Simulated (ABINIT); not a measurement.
# Ta (Im-3m) in ABINIT: notebook

One crystal, Ta, is run at these levels: revPBE+D3, revPBE+D3(BJ), LDA, RPBE+D3; tasks: equation of state, band structure.

Everything below comes from runs of ABINIT 10.8.3 (patched build). Logs are shortened: lines on timing, memory, paths and dates and some standing lists are left out, and cuts for length are marked. The log counts tension as positive stress, the text compression.

**The experiment to reproduce.**

From “Refinement of the equation of state of tantalum”, 2004, arxiv:cond-mat/0403080, for a bulk crystal of Ta: bulk modulus 194 GPa.

The runs below are set against these values where they give the same quantity.

**1. The crystal as given**

It takes space group Im-3m (No. 229, cubic). The conventional cell has a = 3.303 Å, b = 3.303 Å, c = 3.303 Å, α = 90.00°, β = 90.00°, γ = 90.00°. Ta (site symmetry m-3m) has 8 Ta at 2.86 Å as nearest neighbours.

**2. Equation of state, revPBE+D3**

The input, run.abi:

```
# Datasets: one volume each
ndtset 7
getwfk -1
scalecart1 3*0.9795861087
scalecart2 3*0.9864848297
scalecart3 3*0.9932883884
scalecart4 3*1.0000000000
scalecart5 3*1.0066227096
scalecart6 3*1.0131594038
scalecart7 3*1.0196128224

# Pseudopotentials
pp_dirpath "./"
pseudos "Ta.GGA_PBE-JTH.xml"

# Structure
acell 3*1.0 Angstrom
rprim
    -1.6512800000     1.6512800000     1.6512800000
     1.6512800000    -1.6512800000     1.6512800000
     1.6512800000     1.6512800000    -1.6512800000
ntypat 1
znucl 73
natom 1
typat 1
xred
     0.0000000000     0.0000000000     0.0000000000

# Plane-wave basis
ecut 15.0
pawecutdg 30.0

# k points
kptopt 1
ngkpt 11 11 11
nshiftk 1
shiftk 0.0 0.0 0.0

# Exchange and correlation
ixc 14
vdw_xc 6

# Bands and occupations
nband 11
occopt 3
tsmear 0.00183747

# SCF cycle
nstep 100
tolvrs 1.0e-9

# Output
iomode 3
prtwf 1
prtden 0
prteig 0
prtebands 0
enunit 2
```

Potentials or basis: JTH PAW PBE v2.0.

Launch:

```console
abinit run.abi > log 2>&1
```

run.abo:

```text
.Version 10.8.3 of ABINIT
 DATASET    1 : space group Im -3 m (#229); Bravais cI (body-center cubic)
================================================================================
 Values of the parameters that define the memory need for DATASET  1.
     intxc =       0    ionmov =       0      iscf =      17    lmnmax =      18
     lnmax =       6     mgfft =      20  mpssoang =       3    mqgrid =    3001
     natom =       1  nloc_mem =       2    nspden =       1   nspinor =       1
    nsppol =       1      nsym =      48    n1xccc =       1    ntypat =       1
    occopt =       3   xclevel =       2
       mpw =         329          nfft =        8000          nkpt =          56
 PAW method is used; the additional fine FFT grid is defined by:
   mgfftf=        30    nfftf =     27000
================================================================================
================================================================================

 DATASET    2 : space group Im -3 m (#229); Bravais cI (body-center cubic)
================================================================================
 Values of the parameters that define the memory need for DATASET  2.
     intxc =       0    ionmov =       0      iscf =      17    lmnmax =      18
     lnmax =       6     mgfft =      20  mpssoang =       3    mqgrid =    3001
     natom =       1  nloc_mem =       2    nspden =       1   nspinor =       1
    nsppol =       1      nsym =      48    n1xccc =       1    ntypat =       1
    occopt =       3   xclevel =       2
       mpw =         335          nfft =        8000          nkpt =          56
 PAW method is used; the additional fine FFT grid is defined by:
   mgfftf=        30    nfftf =     27000
================================================================================
================================================================================
[... 57 lines left out ...]
 DATASET    7 : space group Im -3 m (#229); Bravais cI (body-center cubic)
================================================================================
 Values of the parameters that define the memory need for DATASET  7.
     intxc =       0    ionmov =       0      iscf =      17    lmnmax =      18
     lnmax =       6     mgfft =      20  mpssoang =       3    mqgrid =    3001
     natom =       1  nloc_mem =       2    nspden =       1   nspinor =       1
    nsppol =       1      nsym =      48    n1xccc =       1    ntypat =       1
    occopt =       3   xclevel =       2
       mpw =         370          nfft =        8000          nkpt =          56
 PAW method is used; the additional fine FFT grid is defined by:
   mgfftf=        30    nfftf =     27000
================================================================================
================================================================================

--------------------------------------------------------------------------------
------------- Echo of variables that govern the present computation ------------
--------------------------------------------------------------------------------
 -outvars: echo values of preprocessed input variables --------
            acell      1.8897261259E+00  1.8897261259E+00  1.8897261259E+00 Bohr
              amu      1.80947900E+02
             ecut      1.50000000E+01 Hartree
           enunit           2
           getwfk          -1
                       outvar_i_n : Printing only first  50 k-points.
              ixc          14
           jdtset        1    2    3    4    5    6    7
                       outvar_i_n : Printing only first  50 k-points.
         kptrlatt       11    0    0      0   11    0      0    0   11
          kptrlen1     5.82392158E+01
          kptrlen2     5.86493646E+01
          kptrlen3     5.90538558E+01
          kptrlen4     5.94528804E+01
          kptrlen5     5.98466196E+01
          kptrlen6     6.02352449E+01
          kptrlen7     6.06189192E+01
            natom           1
            nband          11
           ndtset           7
            ngfft          20      20      20
          ngfftdg          30      30      30
             nkpt          56
            nstep         100
             nsym          48
           ntypat           1
                       prtocc : prtvol=0, do not print more k-points.
           occopt           3
        pawecutdg      3.00000000E+01 Hartree
         pawxcdev           0
           prtden           0
        prtebands           0
           prteig           0
            rprim1    -1.6175709496E+00  1.6175709496E+00  1.6175709496E+00
                       1.6175709496E+00 -1.6175709496E+00  1.6175709496E+00
                       1.6175709496E+00  1.6175709496E+00 -1.6175709496E+00
            rprim2    -1.6289626696E+00  1.6289626696E+00  1.6289626696E+00
                       1.6289626696E+00 -1.6289626696E+00  1.6289626696E+00
[... 59 lines left out ...]
- pspini: atom type   1  psp file is ./Ta.GGA_PBE-JTH.xml
 Pseudopotential format is: paw10
 basis_size (lnmax)=  6 (lmn_size= 18), orbitals=   0   0   1   1   2   2
 Spheres core radius: rc_sph= 2.41973345
 Shapefunction is SIN type: shapef(r)=[sin(pi*r/rshp)/(pi*r/rshp)]**2
 Radius for shape functions =  2.11065461
 Compensation charge density is not taken into account in XC energy/potential

   9.99818744E+02                                ecore*ucvol(ha*bohr**3)
--------------------------------------------------------------------------------

[... 7 lines left out ...]

     iter   Etot(hartree)      deltaE(h)  residm     nres2
 ETOT  1  -57.811041512993    -5.781E+01 1.244E+01 2.509E+00
 ETOT  2  -58.942863413910    -1.132E+00 8.946E-02 1.283E+00
 ETOT  3  -58.937284769682     5.579E-03 9.511E-02 2.774E-01
 ETOT  4  -58.936094078934     1.191E-03 3.202E-03 4.066E-03
 ETOT  5  -58.936218036054    -1.240E-04 2.070E-03 2.855E-03
 ETOT  6  -58.936201265034     1.677E-05 1.832E-03 1.371E-04
 ETOT  7  -58.936201793165    -5.281E-07 1.094E-03 1.161E-06
 ETOT  8  -58.936201870027    -7.686E-08 7.460E-04 4.088E-07
 ETOT  9  -58.936201869466     5.608E-10 3.808E-04 1.028E-07
 ETOT 10  -58.936201869568    -1.014E-10 1.997E-04 8.016E-09
 ETOT 11  -58.936201869549     1.842E-11 1.310E-04 2.342E-09
 ETOT 12  -58.936201869534     1.545E-11 6.191E-05 6.964E-11
[... 1244 lines left out ...]
--- !EnergyTermsWithPAWCore
iteration_state     : {dtset: 7, }
comment             : 'Components of total free energy, including PAW core contributions'
Total energy        : -1.56052771876047E+04
Total energy DC     : -1.56052771879285E+04
Total energy (eV)   : -4.24641225027508E+05
Total energy DC (eV): -4.24641225036320E+05
...

 Cartesian components of stress tensor (hartree/bohr^3)
  sigma(1 1)=  6.24975883E-04  sigma(3 2)=  0.00000000E+00
  sigma(2 2)=  6.24975883E-04  sigma(3 1)=  0.00000000E+00
  sigma(3 3)=  6.24975883E-04  sigma(2 1)=  0.00000000E+00

-Cartesian components of stress tensor (GPa)         [Pressure= -1.8387E+01 GPa]
- sigma(1 1)=  1.83874253E+01  sigma(3 2)=  0.00000000E+00
- sigma(2 2)=  1.83874253E+01  sigma(3 1)=  0.00000000E+00
- sigma(3 3)=  1.83874253E+01  sigma(2 1)=  0.00000000E+00

== END DATASET(S) ==============================================================
================================================================================

 -outvars: echo values of variables after computation  --------
            acell      1.8897261259E+00  1.8897261259E+00  1.8897261259E+00 Bohr
           etotal1    -5.8936201870E+01
           etotal2    -5.8936482252E+01
           etotal3    -5.8936394830E+01
           etotal4    -5.8935947096E+01
           etotal5    -5.8935201859E+01
           etotal6    -5.8934182353E+01
           etotal7    -5.8932900326E+01
            fcart1    -0.0000000000E+00 -0.0000000000E+00 -0.0000000000E+00
            fcart2    -0.0000000000E+00 -0.0000000000E+00 -0.0000000000E+00
            fcart3    -0.0000000000E+00 -0.0000000000E+00 -0.0000000000E+00
            fcart4    -0.0000000000E+00 -0.0000000000E+00 -0.0000000000E+00
            fcart5    -0.0000000000E+00 -0.0000000000E+00 -0.0000000000E+00
            fcart6    -0.0000000000E+00 -0.0000000000E+00 -0.0000000000E+00
            fcart7    -0.0000000000E+00 -0.0000000000E+00 -0.0000000000E+00
            rprim1    -1.6175709496E+00  1.6175709496E+00  1.6175709496E+00
                       1.6175709496E+00 -1.6175709496E+00  1.6175709496E+00
                       1.6175709496E+00  1.6175709496E+00 -1.6175709496E+00
            rprim2    -1.6289626696E+00  1.6289626696E+00  1.6289626696E+00
                       1.6289626696E+00 -1.6289626696E+00  1.6289626696E+00
                       1.6289626696E+00  1.6289626696E+00 -1.6289626696E+00
            rprim3    -1.6401972500E+00  1.6401972500E+00  1.6401972500E+00
                       1.6401972500E+00 -1.6401972500E+00  1.6401972500E+00
                       1.6401972500E+00  1.6401972500E+00 -1.6401972500E+00
            rprim4    -1.6512800000E+00  1.6512800000E+00  1.6512800000E+00
                       1.6512800000E+00 -1.6512800000E+00  1.6512800000E+00
                       1.6512800000E+00  1.6512800000E+00 -1.6512800000E+00
            rprim5    -1.6622159479E+00  1.6622159479E+00  1.6622159479E+00
                       1.6622159479E+00 -1.6622159479E+00  1.6622159479E+00
                       1.6622159479E+00  1.6622159479E+00 -1.6622159479E+00
            rprim6    -1.6730098603E+00  1.6730098603E+00  1.6730098603E+00
                       1.6730098603E+00 -1.6730098603E+00  1.6730098603E+00
                       1.6730098603E+00  1.6730098603E+00 -1.6730098603E+00
            rprim7    -1.6836662614E+00  1.6836662614E+00  1.6836662614E+00
                       1.6836662614E+00 -1.6836662614E+00  1.6836662614E+00
                       1.6836662614E+00  1.6836662614E+00 -1.6836662614E+00
           strten1    -1.4470801667E-04 -1.4470801667E-04 -1.4470801667E-04
                       0.0000000000E+00  0.0000000000E+00  0.0000000000E+00
           strten2     2.2703414801E-05  2.2703414801E-05  2.2703414801E-05
                       0.0000000000E+00  0.0000000000E+00  0.0000000000E+00
           strten3     1.7005531607E-04  1.7005531607E-04  1.7005531607E-04
                       0.0000000000E+00  0.0000000000E+00  0.0000000000E+00
           strten4     3.0475809649E-04  3.0475809649E-04  3.0475809649E-04
                       0.0000000000E+00  0.0000000000E+00  0.0000000000E+00
           strten5     4.2331228839E-04  4.2331228839E-04  4.2331228839E-04
                       0.0000000000E+00  0.0000000000E+00  0.0000000000E+00
           strten6     5.2960855543E-04  5.2960855543E-04  5.2960855543E-04
                       0.0000000000E+00  0.0000000000E+00  0.0000000000E+00
           strten7     6.2497588251E-04  6.2497588251E-04  6.2497588251E-04
                       0.0000000000E+00  0.0000000000E+00  0.0000000000E+00
 Calculation completed.
```

Run time: 36 s. Hardware: 1 thread of AMD EPYC 7R43 (Zen 3), shared host; peak memory 0.13 GiB.

What came out:

```yaml
Equilibrium_volume: 17.37 Å³/atom
Bulk_modulus: 216 GPa
Pressure_derivative_of_the_bulk_modulus: 4.0
```

Energy against volume, from the lowest point:
```csv
volume (Å³/atom),energy (meV/atom)
16.930,7.63
17.290,0.00
17.650,2.38
18.010,14.56
18.371,34.84
18.731,62.58
19.091,97.47
```

Caveat: the cutoff is too short for stress, so the log's stress isn't used; pressures at fixed basis lie under the slope of the energies; the PAW data sets were made with another functional, which shifts forces and pressure a little. The run has no spin-orbit coupling, so splittings on Ta are missing.

**3. Equation of state, revPBE+D3(BJ)**

run.abi: that of step 2 with these lines changed.

```diff
@@ -16,7 +16,7 @@
 # Structure
-acell 3*1.0 Angstrom
+acell 2.8601008575 2.8601008575 2.8601008575 Angstrom
 rprim
-    -1.6512800000     1.6512800000     1.6512800000
-     1.6512800000    -1.6512800000     1.6512800000
-     1.6512800000     1.6512800000    -1.6512800000
+    -0.5773502692     0.5773502692     0.5773502692
+     0.5773502692    -0.5773502692     0.5773502692
+     0.5773502692     0.5773502692    -0.5773502692
 ntypat 1
@@ -40,3 +40,3 @@
 ixc 14
-vdw_xc 6
+vdw_xc 7
 
@@ -45,3 +45,3 @@
 occopt 3
-tsmear 0.00183747
+tsmear 0.05 eV
 
@@ -57,2 +57 @@
 prtebands 0
-enunit 2
```

Potentials or basis: JTH PAW PBE v2.0.

Launch:

```console
abinit run.abi > log 2>&1
```

Wall time 36 s (1 thread of AMD EPYC 7R43 (Zen 3), shared host); peak memory 0.13 GiB.

The run converged. Its results:

| Property | Result |
| --- | --- |
| Equilibrium volume | 17.51 Å³/atom |
| Bulk modulus | 209 GPa |
| Pressure derivative of the bulk modulus | 3.8 |

Energy against volume, from the lowest point:
```csv
volume (Å³/atom),energy (meV/atom)
16.930,12.51
17.290,1.26
17.650,0.00
18.010,8.55
18.371,25.24
18.731,49.47
19.091,80.95
```

Caveat: the cutoff is too short for stress, so the log's stress isn't used; pressures at fixed basis lie under the slope of the energies; the PAW data sets were made with another functional, which shifts forces and pressure a little. Spin-orbit coupling is left out, which matters for the levels of Ta.

**4. Band structure, LDA**

The input, run.abi:

```
ndtset 2

pp_dirpath "./"
pseudos "Ta.hgh"

acell 3*1.0 Angstrom
rprim
    -1.6512800000     1.6512800000     1.6512800000
     1.6512800000    -1.6512800000     1.6512800000
     1.6512800000     1.6512800000    -1.6512800000
ntypat 1
znucl 73
natom 1
typat 1
xred
     0.0000000000     0.0000000000     0.0000000000

ecut 16.0

ixc 7

occopt 3
tsmear 0.00183747

nstep 100

iomode 3
prtwf 0
prteig 0
prtebands 0
enunit 1
prtden1 1
prtvha1 1
prtvclmb1 1
prtpot1 1
prtelf1 1

kptopt1 1
ngkpt1 11 11 11
nshiftk1 1
shiftk1 0.0 0.0 0.0
nband1 7
tolvrs1 1.0e-10

iscf2 -2
getden2 1
nband2 11
nbdbuf2 2
tolwfr2 1.0e-12
kptopt2 -5
ndivsm2 5
prteig2 1
prtvol2 -3
kptbounds2
     0.0000000000     0.0000000000     0.0000000000
     0.5000000000    -0.5000000000     0.5000000000
     0.0000000000     0.0000000000     0.5000000000
     0.0000000000     0.0000000000     0.0000000000
     0.2500000000     0.2500000000     0.2500000000
     0.5000000000    -0.5000000000     0.5000000000
```

Potentials or basis: HGH LDA.

Launch:

```console
abinit run.abi > log 2>&1
```

Run time: 4.1 s. Hardware: 1 thread of AMD EPYC 7R43 (Zen 3), shared host; peak memory 0.11 GiB.

The run converged. Its results:

```yaml
Free_energy: -138.8578 eV
Pressure: -10.0 GPa
Band_gap_on_the_k_mesh: none (metal or under the smearing width)
Valence_electrons_inside_the_program's_atomic_spheres: Ta 1.76 (radii [1.0584] Å)
```

Levels at the corners of the path, in eV from the Fermi level:
| point | band 1 | band 2 | band 3 | band 4 | band 5 | band 6 | band 7 |
| --- | --- | --- | --- | --- | --- | --- | --- |
| Γ | -7.93 | 0.68 | 0.68 | 0.68 | 4.13 | 4.13 | 16.66 |
| H | -3.64 | -3.64 | 6.96 | 6.96 | 6.96 | 8.91 | 8.91 |
| N | -4.31 | -1.55 | 1.62 | 3.94 | 5.03 | 7.98 | 12.01 |
| Γ | -7.93 | 0.68 | 0.68 | 0.68 | 4.13 | 4.13 | 16.66 |
| P | -1.28 | -1.28 | -1.28 | 5.20 | 5.20 | 7.30 | 13.45 |
| H | -3.64 | -3.64 | 6.96 | 6.96 | 6.96 | 8.91 | 8.91 |

Caveat: spin-orbit coupling is left out, which moves the levels of the heavy elements; HGH potentials are hard and often keep d shells in the core, so these values are rough.

**5. Equation of state, RPBE+D3**

The input, run.py:

```python
import json, os
import numpy as np
from ase.eos import EquationOfState
from ase.units import GPa
from ase.calculators.mixing import SumCalculator
from dftd3.ase import DFTD3
from ase.calculators.abinit import Abinit, AbinitProfile
from ase import Atoms

atoms = Atoms(['Ta'],
              cell=[[-1.65128, 1.65128, 1.65128], [1.65128, -1.65128, 1.65128], [1.65128, 1.65128, -1.65128]],
              scaled_positions=[[0.0, 0.0, 0.0]],
              pbc=True)

profile = AbinitProfile(command='abinit', pp_paths=[os.path.abspath('pseudos')])
params = dict(
    pps='pawxml', xc='PBE',
    ecut=408.1708,
    pawecutdg=816.3416,
    kptopt=1,
    ngkpt=[11, 11, 11],
    nshiftk=1,
    shiftk=[0.0, 0.0, 0.0],
    ixc=15,
    nband=11,
    occopt=3,
    tsmear=0.05,
    nstep=100,
    tolvrs=1e-09,
    prtwf=0,
    prtden=0,
)

cell0 = atoms.cell.copy()
volumes, energies = [], []
for i, x in enumerate([0.94, 0.96, 0.98, 1.0, 1.02, 1.04, 1.06]):
    atoms.set_cell(cell0 * x ** (1 / 3), scale_atoms=True)
    atoms.calc = SumCalculator([Abinit(profile=profile, directory=f'v{i}', **params), DFTD3(method='rpbe', damping='d3zero')])
    volumes.append(atoms.get_volume() / len(atoms))
    dft, disp = atoms.calc.mixer.calcs
    energies.append((dft.get_property('free_energy', atoms) + disp.get_property('energy', atoms)) / len(atoms))
    print(f'{x:5.2f} {volumes[-1]:10.5f} A^3/atom {energies[-1]:14.6f} eV/atom', flush=True)
    json.dump(dict(volumes=volumes, energies=energies), open('results.json', 'w'))
v0, e0, b0 = EquationOfState(volumes, energies, eos='vinet').fit()
print(f'V0 {v0:.4f} A^3/atom  E0 {e0:.6f} eV/atom  B0 {b0 / GPa:.2f} GPa')
```

Potentials or basis: JTH PAW PBE v2.0.

Launch:

```console
python run.py
```

Wall time 51 s (1 thread of AMD EPYC 7R43 (Zen 3), shared host); peak memory 0.11 GiB.

It converged, with:

```
Equilibrium volume : 17.73 Å³/atom (rough: see the caveat)
Bulk modulus       : 201 GPa (rough)
```

Energy against volume, from the lowest point:
| volume (Å³/atom) | energy (meV/atom) |
| --- | --- |
| 16.930 | 24.99 |
| 17.290 | 7.55 |
| 17.650 | 0.00 |
| 18.010 | 3.57 |
| 18.371 | 14.01 |
| 18.731 | 31.85 |
| 19.091 | 57.77 |

Caveat: the cutoff is too short for stress, so the log's stress isn't used; pressures at fixed basis lie under the slope of the energies; the fit is doubtful: noisy points or a state that changes with volume; the log and the count of SCF iterations are those of the last ABINIT call alone; the PAW data sets were made with another functional, which shifts forces and pressure a little. Spin-orbit coupling is left out, which matters for the levels of Ta.

**6. Summary**

| level | dispersion computed by | V0 of scaled cells (Å³/atom) | B0 (GPa) |
| --- | --- | --- | --- |
| revPBE+D3 | - | 17.37 | 216 |
| revPBE+D3(BJ) | - | 17.51 | 209 |
| RPBE+D3 | simple-dftd3 1.7.0 | - | - |

Alike in all rows: task equation of state; potentials or basis JTH PAW PBE v2.0; no spin polarisation; cell as given; k mesh 11 × 11 × 11; cutoff (eV) 408; smearing fermi-dirac 0.05 eV.

Caveats: pressures at fixed basis lie under the slope of the energies; the PAW data sets were made with another functional, which shifts forces and pressure a little; the fit is doubtful: noisy points or a state that changes with volume (some runs).

Total energies depend on the potentials used, so only differences within one code and one set of settings carry meaning.

**7. Against experiment**

Step 2. Measured bulk modulus of Ta: 194 GPa (quoted in “Refinement of the equation of state of tantalum”, 2004, arxiv:cond-mat/0403080). This calculation gives 216 GPa (+11.4 %). The fit is for a static lattice scaled at fixed shape and fixed fractional positions.

Step 3. Measured bulk modulus of Ta: 194 GPa (quoted in “Refinement of the equation of state of tantalum”, 2004, arxiv:cond-mat/0403080). This calculation gives 209 GPa (+7.9 %). The fit is for a static lattice scaled at fixed shape and fixed fractional positions.
